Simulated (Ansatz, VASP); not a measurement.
## One calculation of LiCl, two programs

INCAR

```
SYSTEM = LiCl
PREC = Accurate
ENCUT = 520
EDIFF = 1E-7
ISMEAR = -1
SIGMA = 0.05
LREAL = .FALSE.
LASPH = .TRUE.
NELM = 100
ALGO = Normal
ISIF = 2
LWAVE = .FALSE.
LCHARG = .FALSE.
GGA = PE
NBANDS = 18
```

The input KPOINTS:

```
Automatic mesh
0
G
  8 8 4
  0 0 0
```

File POSCAR:

```
LiCl
1.0
    3.9508755632      0.0000000000      0.0000000000
   -1.9754377817      3.4215586050      0.0000000000
    0.0000000000      0.0000000000      6.3992626309
Cl Li
2 2
Direct
    0.3333333333      0.6666666667      0.9989840000
    0.6666666667      0.3333333333      0.4989840000
    0.3333333333      0.6666666667      0.3760170000
    0.6666666667      0.3333333333      0.8760170000
```

The input input.yaml:

```yaml
crystal:
  lattice:
    - [3.9508755632, 0.0, 0.0]
    - [-1.9754377817, 3.421558605, 0.0]
    - [0.0, 0.0, 6.3992626309]
  atoms:
    - { symbol: Cl, position: [0.3333333333, 0.6666666667, 0.998984] }
    - { symbol: Cl, position: [0.6666666667, 0.3333333333, 0.498984] }
    - { symbol: Li, position: [0.3333333333, 0.6666666667, 0.376017] }
    - { symbol: Li, position: [0.6666666667, 0.3333333333, 0.876017] }
hamiltonian:
  xc: pbe
  pseudopotentials: { kind: paw }
kpoints:
  mp_grid: { grid: [8, 8, 4] }
scf:
  occupations: { method: fermi_dirac, width: 0.05 }
output:
  forces: true
  stress: true
  eigenvalues: true
```

Measurements of this composition are mostly on another form, of space group No. 225.

Alike in both runs: task single point; functional PBE; k mesh 8 × 8 × 4; occupations fermi-dirac, width 0.05 eV; no spin polarisation.

```csv
,VASP,Ansatz
version,VASP 6.6.1,Ansatz 0.2.0
potentials or method,"VASP PAW PBE potentials, release 64 (Cl, Li_sv)",Ansatz PAW
plane-wave cutoff (eV),520,420
valence electrons in the cell,20,20
```

Ansatz gave:

| Item | Value |
| --- | --- |
| gap on the k mesh at the Fermi level (eV) | 5.87 |
| least direct gap on the mesh (eV) | 5.87 |
| rms of the force components (eV/Å) | 0.009 |

**Question.** Which values does VASP return?

**Answer.** gap on the k mesh at the Fermi level (eV): 5.88; least direct gap on the mesh (eV): 5.88; rms of the force components (eV/Å): 0.009.

Atom by atom the forces differ by 0.000 eV/Å (rms over components).

 A k mesh can miss the band edges. As with any semilocal functional, this PBE gap is likely too small.
